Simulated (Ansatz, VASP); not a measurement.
**One calculation of Ir, two programs**

Contents of INCAR:

```
PREC = Accurate ; ENCUT = 520
EDIFF = 1E-6 ; ISMEAR = -1
SIGMA = 0.05 ; LREAL = False
LASPH = True ; NELM = 100
ALGO = Normal ; ISIF = 2
LWAVE = False ; LCHARG = True
GGA = PS ; LELF = True
LVHAR = True ; NBANDS = 10
```

Contents of KPOINTS:

```
regular mesh
0
Gamma
  15 15 15
```

File POSCAR:

```
Ir
1.0
    0.0000000000      1.9132795507      1.9132795507
    1.9132795507      0.0000000000      1.9132795507
    1.9132795507      1.9132795507      0.0000000000
Ir
1
Direct
    0.0000000000      0.0000000000      0.0000000000
```

Input for Ansatz:

```yaml
crystal:
  lattice:
    - [0.0, 1.9132795507, 1.9132795507]
    - [1.9132795507, 0.0, 1.9132795507]
    - [1.9132795507, 1.9132795507, 0.0]
  atoms:
    - { symbol: Ir, position: [0.0, 0.0, 0.0] }
kpoints:
  mp_grid: { grid: [15, 15, 15] }
  band_path:
    path:
      - [0.0, 0.0, 0.0]
      - [0.5, 0.0, 0.5]
      - [0.625, 0.25, 0.625]
      - [0.375, 0.375, 0.75]
      - [0.0, 0.0, 0.0]
      - [0.5, 0.5, 0.5]
      - [0.5, 0.25, 0.75]
      - [0.5, 0.0, 0.5]
    npoints: 5
scf:
  occupations: { method: fermi_dirac, width: 0.05 }
hamiltonian:
  xc: pbesol
  pseudopotentials: { kind: all_electron, lapw: { basis_error: 0.0005 } }
output:
  forces: true
  stress: true
  eigenvalues: true
```

Change from the starting cell: volume scaled by 0.99.

Alike in both runs: task single point; functional PBEsol; k mesh 15 × 15 × 15; occupations fermi-dirac, width 0.05 eV; no spin polarisation.

|  | VASP | Ansatz |
| --- | --- | --- |
| version | VASP 6.6.1 | Ansatz 0.2.0 |
| potentials or method | VASP PAW PBE potentials, release 64 (Ir) | all-electron LAPW, scalar-relativistic |
| plane-wave cutoff (eV) | 520 | see its input |

|  | VASP | Ansatz | Ansatz less VASP |
| --- | --- | --- | --- |
| pressure (GPa) | 2.1 | 1.0 | -1.06 |

Ansatz ran all-electron here, so the differences hold the error of VASP's frozen core and of both bases.

Caveats: the PAW data sets were made with another functional, which shifts forces and pressure a little (VASP). The runs have no spin-orbit coupling, so splittings on Ir are missing.
